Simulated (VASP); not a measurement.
# Tl (P6_3/mmc) in VASP: further runs

Runs on Tl. Level: BLYP. Tasks: single point, relaxation of cell and atoms.

All numbers are computed with VASP 6.6.1; they aren't measurements. Logs are shortened: lines on timing, memory, paths and dates and some standing lists are left out, and cuts for length are marked.

### 1 The crystal as given

It takes space group P6_3/mmc (No. 194, hexagonal). The conventional cell has a = 3.778 Å, b = 3.778 Å, c = 5.761 Å, α = 90.00°, β = 90.00°, γ = 120.00°. Tl (site symmetry -6m2) is surrounded by 12 Tl at 3.61 to 3.78 Å.

### 2 Single point, BLYP

INCAR

```
SYSTEM = Tl
AGGAC = 1.0 ; AGGAX = 1.0
ALDAC = 0.0 ; ALDAX = 1.0
ALGO = Normal ; EDIFF = 1E-6
ENCUT = 520 ; GGA = B5
ISIF = 2 ; ISMEAR = -1
LASPH = .TRUE. ; LCHARG = .FALSE.
LREAL = .FALSE. ; LWAVE = .FALSE.
NBANDS = 20 ; NELM = 60
PREC = Accurate ; SIGMA = 0.1
```

KPOINTS

```
k-points
0
G
  11 11 6
  0 0 0
```

POSCAR

```
Tl
1.0
    3.7782712642      0.0000000000      0.0000000000
   -1.8891356321      3.2720788972      0.0000000000
    0.0000000000      0.0000000000      5.7607701755
Tl
2
Direct
    0.3333333333      0.6666666667      0.2500000000
    0.6666666667      0.3333333333      0.7500000000
```

Potentials or basis: VASP PAW PBE potentials, release 64 (Tl_d).

Launch:

```sh
> cat potpaw_PBE.64/Tl_d/POTCAR > POTCAR
> mpirun -np 1 vasp_std > vasp.out
```

OUTCAR:

```text
SYSTEM = Tl
   EDIFF = 1E-6
   ENCUT = 520
   GGA = B5
   ISIF = 2
   ISMEAR = -1
   LASPH = .TRUE.
   LREAL = .FALSE.
   NELM = 60
   PREC = Accurate

 ion  position               nearest neighbor table
   1  0.333  0.667  0.250-   2 3.61   2 3.61   2 3.61   2 3.61   2 3.61   2 3.61
   2  0.667  0.333  0.750-   1 3.61   1 3.61   1 3.61   1 3.61   1 3.61   1 3.61

  LATTYP: Found a hexagonal cell.
 ALAT       =     3.7782712642
 C/A-ratio  =     1.5247105813

  Lattice vectors:

 A1 = (   3.7782712642,   0.0000000000,   0.0000000000)
 A2 = (  -1.8891356321,   3.2720788972,   0.0000000000)
 A3 = (   0.0000000000,   0.0000000000,   5.7607701755)

Analysis of symmetry for initial positions (statically):
=====================================================================
 Subroutine PRICEL returns:
 Original cell was already a primitive cell.

 Routine SETGRP: Setting up the symmetry group for a
 hexagonal supercell.

 Subroutine GETGRP returns: Found 24 space group operations
 (whereof 12 operations were pure point group operations)
 out of a pool of 24 trial point group operations.

The static configuration has the point symmetry D_3d.
 The point group associated with its full space group is D_6h.

Analysis of symmetry for dynamics (positions and initial velocities):
=====================================================================
 Subroutine PRICEL returns:
 Original cell was already a primitive cell.

 Routine SETGRP: Setting up the symmetry group for a
 hexagonal supercell.

 Subroutine GETGRP returns: Found 24 space group operations
 (whereof 12 operations were pure point group operations)
 out of a pool of 24 trial point group operations.

The dynamic configuration has the point symmetry D_3d.
 The point group associated with its full space group is D_6h.

 Subroutine INISYM returns: Found 24 space group operations
 (whereof 12 operations are pure point group operations),
 and found     1 'primitive' translations

----------------------------------------------------------------------------------------

                                     Primitive cell

  volume of cell :      71.2193

  direct lattice vectors                    reciprocal lattice vectors
     3.778271264  0.000000000  0.000000000     0.264671309  0.152808051  0.000000000
    -1.889135632  3.272078897  0.000000000     0.000000000  0.305616103  0.000000000
     0.000000000  0.000000000  5.760770176     0.000000000  0.000000000  0.173587900

  length of vectors
     3.778271264  3.778271264  5.760770176     0.305616103  0.305616103  0.173587900

  position of ions in fractional coordinates (direct lattice)
     0.333333333  0.666666667  0.250000000
     0.666666667  0.333333333  0.750000000

  ion indices of the primitive-cell ions
   primitive index   ion index
                 1           1
                 2           2

----------------------------------------------------------------------------------------

 KPOINTS: k-points

Automatic generation of k-mesh.
 Grid dimensions read from file:
 generate k-points for:   11   11    6

 Generating k-lattice:

  Cartesian coordinates                     Fractional coordinates (reciprocal lattice)
     0.024061028  0.013891641  0.000000000     0.090909091  0.000000000  0.000000000
     0.000000000  0.027783282  0.000000000     0.000000000  0.090909091  0.000000000
     0.000000000  0.000000000  0.028931317     0.000000000  0.000000000  0.166666667

  Length of vectors
     0.027783282  0.027783282  0.028931317

  Shift w.r.t. Gamma in fractional coordinates (k-lattice)
     0.000000000  0.000000000  0.000000000

 Subroutine IBZKPT returns following result:
 ===========================================

 Found     64 irreducible k-points:

 Following reciprocal coordinates:
            Coordinates               Weight
  0.000000  0.000000  0.000000      1.000000
  0.090909 -0.000000  0.000000      6.000000
  0.181818  0.000000  0.000000      6.000000
  0.272727 -0.000000  0.000000      6.000000
  0.363636 -0.000000  0.000000      6.000000
  0.454545  0.000000  0.000000      6.000000
[... 16 lines left out ...]
  0.090909  0.090909  0.166667     12.000000
  0.181818  0.090909  0.166667     24.000000
 [... further k-points ...]
   k-points           NKPTS =     64   k-points in BZ     NKDIM =     64   number of bands    NBANDS=     20
   number of dos      NEDOS =    301   number of ions     NIONS =      2
   total plane-waves  NPLWV =  37632
   dimension x,y,z NGX =    28 NGY =   28 NGZ =   48
   dimension x,y,z NGXF=    56 NGYF=   56 NGZF=   96
   ions per type =               2
   NGX,Y,Z   is equivalent  to a cutoff of  12.32, 12.32, 13.85 a.u.
   NGXF,Y,Z  is equivalent  to a cutoff of  24.64, 24.64, 27.70 a.u.
 SYSTEM =  Tl
   PREC   = accura    normal or accurate (medium, high low for compatibility)
   ISTART =      0    job   : 0-new  1-cont  2-samecut
   ICHARG =      2    charge: 1-file 2-atom 10-const
   ISPIN  =      1    spin polarized calculation?
   LNONCOLLINEAR =      F non collinear calculations
   LSORBIT =      F    spin-orbit coupling
   LASPH  =      T    aspherical Exc in radial PAW
   ENCUT  =  520.0 eV  38.22 Ry    6.18 a.u.   7.03  7.03 10.71*2*pi/ulx,y,z
   NELM   =     60;   NELMIN=  2; NELMDL= -5     # of ELM steps
   EDIFF  = 0.1E-05   stopping-criterion for ELM
   LREAL  =      F    real-space projection
   EDIFFG = 0.1E-04   stopping-criterion for IOM
   NSW    =      0    number of steps for IOM
   IBRION =     -1    ionic relax: 0-MD 1-quasi-New 2-CG
   NFREE  =      0    steps in history (QN), initial steepest desc. (CG)
   ISIF   =      2    stress and relaxation
   ISYM   =      2    0-nonsym 1-usesym 2-fastsym
   POTIM  = 0.5000    time-step for ionic-motion
   TEBEG  =    0.0;   TEEND  =   0.0 temperature during run
   PSTRESS=    0.0 pullay stress
   NELECT =      26.0000    total number of electrons
   NUPDOWN=      -1.0000    fix difference up-down
   EMIN   =  10.00;   EMAX   =-10.00  energy-range for DOS
   EFERMI =   0.00;   METHOD = LEGACY
   ISMEAR =    -1;   SIGMA  =   0.10  broadening in eV -4-tet -1-fermi 0-gaus
   EFERMI_NEDOS =   21; number of points for ismear=-14 and -15
   IALGO  =     38    algorithm
   IMIX   =      4    mixing-type and parameters
     AMIX     =   0.40;   BMIX     =  1.00
     AMIX_MAG =   1.60;   BMIX_MAG =  1.00
  volume/ion in A,a.u.               =      35.61       240.31
  Fermi-wavevector in a.u.,A,eV,Ry     =   1.170038  2.211052 18.626239  1.368990
  Thomas-Fermi vector in A             =   2.306503
   LORBIT       =      0    0 simple, 1 ext, 2 COOP (PROOUT), +10 PAW based schemes
   GGA     = B5    functional components
   LHFCALC =     F    Hartree Fock is set to
   AEXX    =    0.0000 exact exchange contribution
   IVDW    =     0    specifies the selected vdW correction
   LEPSILON=     F    determine dielectric tensor
   LRPA    =     F    only Hartree local field effects (RPA)
 non-spin polarized calculation
  energy-cutoff  :      520.00
  volume of cell :       71.22
 maximum number of plane-waves:      1937
   NGX = 15   NGY = 15   NGZ = 21

 number of electron      26.0000007 magnetization

 Free energy of the ion-electron system (eV)
  ---------------------------------------------------
  ext. energy  EPLUGINS =         0.00000000
  ---------------------------------------------------
  free energy    TOTEN  =        -3.45339223 eV

  energy without entropy =       -3.42036519  energy(sigma->0) =       -3.43687871

 E-fermi :   5.0030     XC(G=0):  -8.5992

 val. band max:        4.9285412150   @ k =   0.2727   0.0909   0.0000
 cond. band min:       5.0298224157   @ k =   0.2727   0.1818   0.0000
 fundamental gap:      0.1012812006
 Fermi energy:         5.0029779264

 k-point     1 :       0.0000    0.0000    0.0000
  band No.  band energies     occupation
      1      -6.5186      2.00000
      2      -6.4230      2.00000
      3      -6.4230      2.00000
      4      -6.4013      2.00000
      5      -6.3920      2.00000
      6      -6.3920      2.00000
[... 12 lines left out ...]
     19      14.3075      0.00000
     20      14.6787      0.00000

 k-point     2 :       0.0909   -0.0000    0.0000
  band No.  band energies     occupation
      1      -6.5107      2.00000
      2      -6.4428      2.00000
      3      -6.4051      2.00000
      4      -6.4008      2.00000
      5      -6.4005      2.00000
      6      -6.3881      2.00000
[... 12 lines left out ...]
     19      14.7486      0.00000
     20      15.1283      0.00000

 k-point     3 :       0.1818    0.0000    0.0000
  band No.  band energies     occupation
      1      -6.5209      2.00000
      2      -6.4434      2.00000
      3      -6.4255      2.00000
      4      -6.4231      2.00000
      5      -6.3796      2.00000
      6      -6.3570      2.00000
[... 12 lines left out ...]
     19      13.8048      0.00000
     20      15.8827      0.00000

 k-point     4 :       0.2727   -0.0000    0.0000
  band No.  band energies     occupation
      1      -6.5579      2.00000
      2      -6.4632      2.00000
      3      -6.4498      2.00000
      4      -6.4376      2.00000
      5      -6.3542      2.00000
      6      -6.2940      2.00000
[... 12 lines left out ...]
     19      12.9666      0.00000
     20      15.0367      0.00000

 k-point     5 :       0.3636   -0.0000    0.0000
  band No.  band energies     occupation
      1      -6.5927      2.00000
      2      -6.5023      2.00000
      3      -6.4725      2.00000
      4      -6.4470      2.00000
      5      -6.3225      2.00000
      6      -6.2767      2.00000
[... 12 lines left out ...]
     19      12.4636      0.00000
     20      14.4922      0.00000

 k-point     6 :       0.4545    0.0000    0.0000
  band No.  band energies     occupation
      1      -6.6129      2.00000
      2      -6.5272      2.00000
      3      -6.4853      2.00000
      4      -6.4557      2.00000
      5      -6.3036      2.00000
      6      -6.2923      2.00000
[... 12 lines left out ...]
     19      12.2303      0.00000
     20      14.2228      0.00000

 k-point     7 :       0.0909    0.0909    0.0000
  band No.  band energies     occupation
      1      -6.5022      2.00000
      2      -6.4642      2.00000
      3      -6.4209      2.00000
      4      -6.4127      2.00000
      5      -6.3782      2.00000
      6      -6.3612      2.00000
[... 12 lines left out ...]
     19      14.6234      0.00000
     20      15.2238      0.00000
[... 277 lines left out ...]
 k-point    20 :       0.2727   -0.0000    0.1667
  band No.  band energies     occupation
      1      -6.5519      2.00000
      2      -6.4810      2.00000
      3      -6.4373      2.00000
      4      -6.4358      2.00000
      5      -6.3538      2.00000
      6      -6.2886      2.00000
[... 12 lines left out ...]
     19      13.1739      0.00000
     20      14.4534      0.00000

 k-point    21 :       0.3636   -0.0000    0.1667
  band No.  band energies     occupation
      1      -6.5824      2.00000
      2      -6.5242      2.00000
      3      -6.4531      2.00000
      4      -6.4398      2.00000
      5      -6.3389      2.00000
      6      -6.2931      2.00000
[... 12 lines left out ...]
     19      12.6264      0.00000
     20      13.8885      0.00000

 k-point    22 :       0.4545    0.0000    0.1667
  band No.  band energies     occupation
      1      -6.5993      2.00000
      2      -6.5517      2.00000
      3      -6.4633      2.00000
      4      -6.4430      2.00000
      5      -6.3529      2.00000
      6      -6.2788      2.00000
[... 12 lines left out ...]
     19      12.3632      0.00000
     20      13.6332      0.00000

 k-point    23 :       0.0909    0.0909    0.1667
  band No.  band energies     occupation
      1      -6.4997      2.00000
      2      -6.4656      2.00000
      3      -6.4273      2.00000
      4      -6.4234      2.00000
      5      -6.3878      2.00000
      6      -6.3614      2.00000
[... 12 lines left out ...]
     19      14.6434      0.00000
     20      14.9014      0.00000

 k-point    24 :       0.1818    0.0909    0.1667
  band No.  band energies     occupation
      1      -6.5197      2.00000
      2      -6.4648      2.00000
      3      -6.4514      2.00000
      4      -6.4289      2.00000
      5      -6.3703      2.00000
      6      -6.3168      2.00000
[... 12 lines left out ...]
     19      14.0813      0.00000
     20      15.0257      0.00000

 [... further k-points ...]

------------------------ aborting loop because EDIFF is reached ----------------------------------------

  FORCE on cell =-STRESS in cart. coord.  units (eV):
  Direction    XX          YY          ZZ          XY          YZ          ZX
  --------------------------------------------------------------------------------------
  -------------------------------------------------------------------------------------
  Total        0.0040652      0.0040652      0.0090684      0.0000000      0.0000000      0.0000000
  in kB        0.0914524      0.0914524      0.2040063      0.0000000      0.0000000      0.0000000
  external PRESSURE =       0.1289704 kB  Pullay stress =       0.0000000 kB

 VOLUME and BASIS-vectors are now :
 -----------------------------------------------------------------------------
  energy-cutoff  :      520.00
  volume of cell :       71.22
      direct lattice vectors                 reciprocal lattice vectors
     3.778271264  0.000000000  0.000000000     0.264671309  0.152808051  0.000000000
    -1.889135632  3.272078897  0.000000000     0.000000000  0.305616103  0.000000000
     0.000000000  0.000000000  5.760770176     0.000000000  0.000000000  0.173587900

 POSITION                                       TOTAL-FORCE (eV/Angst)
 -----------------------------------------------------------------------------------
     -0.00000      2.18139      1.44019        -0.000000      0.000000      0.000000
      1.88914      1.09069      4.32058         0.000000     -0.000000      0.000000
 -----------------------------------------------------------------------------------
    total drift:                               -0.000000      0.000000     -0.000000

  FREE ENERGIE OF THE ION-ELECTRON SYSTEM (eV)
  ---------------------------------------------------
  free  energy   TOTEN  =        -3.4533922263 eV

  energy  without entropy=       -3.4203651851  energy(sigma->0) =       -3.43687871
```

Wall time 44 s (1 thread of AMD EPYC 9R45 (Zen 5), shared host); peak memory 0.19 GiB.

Results:

```yaml
Free_energy: -3.4534 eV
Pressure: 0.0 GPa
Band_gap_on_the_k_mesh: none (metal or under the smearing width)
```

Caveat: the PAW data sets were made with another functional, which shifts forces and pressure a little. The run has no spin-orbit coupling, so splittings on Tl are missing.

### 3 Relaxation of cell and atoms, BLYP

This run uses another cell than the first one, of 28.04 Å³/atom, 0.787 times its volume.

INCAR

```
SYSTEM = Tl
PREC = Accurate
ENCUT = 600
EDIFF = 1E-6
ISMEAR = -1
SIGMA = 0.1
LREAL = .FALSE.
LASPH = .TRUE.
NELM = 80
ALGO = Fast
ISIF = 3
LWAVE = .FALSE.
LCHARG = .FALSE.
GGA = B5
ALDAX = 1.0
AGGAX = 1.0
AGGAC = 1.0
ALDAC = 0.0
IBRION = 2
NSW = 80
EDIFFG = -0.01
```

KPOINTS

```
Automatic mesh
0
G
  11 11 6
  0 0 0
```

POSCAR

```
Tl
1.0
    3.4380020186      0.0000000000      0.0000000000
   -1.7190010093      2.9773970864      0.0000000000
    0.0000000000      0.0000000000      5.4780000000
Tl
2
Direct
    0.3333333333      0.6666666667      0.2500000000
    0.6666666667      0.3333333333      0.7500000000
```

Potentials or basis: VASP PAW PBE potentials, release 64 (Tl_d).

Launch:

```sh
> cat potpaw_PBE.64/Tl_d/POTCAR > POTCAR
> mpirun -np 1 vasp_std > vasp.out
```

It took 6.8 min on 1 thread of AMD EPYC 9R45 (Zen 5), shared host; peak memory 0.19 GiB.

It converged, with:

| Quantity | Value |
| --- | --- |
| Free energy | -3.4477 eV |
| Relaxed volume | 35.61 Å³/atom |
| Relaxed cell | a = 3.775 Å, b = 3.775 Å, c = 5.771 Å, α = 90.00°, β = 90.00°, γ = 120.00° |
| Space group after relaxing (to 0.05 Å) | P6_3/mmc (No. 194) |
| Energy gained by relaxing | 151.0 meV/atom |
| Ionic steps | 13 |
| Pressure after relaxing | 0.0 GPa |
| Band gap on the k mesh | none (metal or under the smearing width) |

The path:
```csv
step,energy change (eV),largest force (eV/Å),pressure (GPa),volume (Å³)
1,0.0000,0.0000,8.19,56.07
2,-0.2917,0.0000,0.69,68.53
3,-0.2964,0.0000,-0.18,71.59
4,-0.2967,0.0000,-0.03,70.91
5,-0.2966,0.0000,0.15,70.59
6,-0.2985,0.0000,0.08,70.66
7,-0.3017,0.0000,0.11,70.82
8,-0.3019,0.0000,0.10,70.88
9,-0.3019,0.0000,0.11,70.87
10,-0.3019,0.0000,0.10,70.85
11,-0.3019,0.0000,0.12,70.87
12,-0.3021,0.0000,-0.11,71.35
13,-0.3021,0.0000,0.03,71.23
```

Final structure:
```cif
data_structure
_symmetry_space_group_name_H-M 'P 1'
_symmetry_Int_Tables_number 1
_cell_length_a 3.7750
_cell_length_b 3.7750
_cell_length_c 5.7712
_cell_angle_alpha 90.000
_cell_angle_beta 90.000
_cell_angle_gamma 120.000
_cell_volume 71.23
loop_
_atom_site_label
_atom_site_type_symbol
_atom_site_fract_x
_atom_site_fract_y
_atom_site_fract_z
_atom_site_occupancy
Tl1 Tl 0.33333 0.66667 0.25000 1
Tl2 Tl 0.66667 0.33333 0.75000 1
```

Levels at points of the mesh, in eV from the Fermi level:
```
           k point  band 9  band 10  band 11  band 12  band 13  band 14  band 15  band 16  band 17
(0.00, 0.00, 0.00)  -11.16   -11.16    -8.81    -5.01    -1.87     5.97     5.97     7.74     7.74
(0.00, 0.00, 0.50)  -11.23   -11.23    -7.61    -7.61     3.10     3.10     6.82     6.82     6.82
```

Caveat: the volume moved by over 15 % at a fixed basis, so the end points are rough; the PAW data sets were made with another functional, which shifts forces and pressure a little; the volume moved by +27 % from the deposited cell, more than functionals usually miss.
